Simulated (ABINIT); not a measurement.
Crystal: Ta.

```
Ta
1.0
    -1.65128    1.65128    1.65128
     1.65128   -1.65128    1.65128
     1.65128    1.65128   -1.65128
Ta
1
Direct
  0.00000 0.00000 0.00000
```

Program: ABINIT 10.8.3 (patched build). Alike in all runs: no spin polarisation; cell as given; cutoff (eV) 707.

Problem. Order these runs on this cell by their pressure, lowest first.
A. level LDA; potentials or basis PseudoDojo NC SR LDA v0.4.1 standard; k mesh 14 × 14 × 14, with 2 shifts; smearing methfessel-paxton 0.2 eV; bands in the sums 18; broadening (eV) 0.05; scissor shift (eV) 0; tensor components [11]
B. level PBE; potentials or basis PseudoDojo NC SR PBE v0.4.1 standard; k mesh 8 × 8 × 8; smearing fermi-dirac 0.05 eV
C. level LDA; potentials or basis PseudoDojo NC SR LDA v0.4.1 standard; k mesh 8 × 8 × 8; smearing fermi-dirac 0.05 eV
D. level PBE; potentials or basis PseudoDojo NC SR PBE v0.4.1 standard; k mesh 14 × 14 × 14, with 2 shifts; smearing fermi-dirac 0.2 eV; bands in the sums 12; broadening (eV) 0.05; scissor shift (eV) 0; tensor components [11]

Solution. C (-12.2 GPa), A (-10.6 GPa), B (0.7 GPa), D (3.5 GPa).

Not every run made on this cell is shown here.
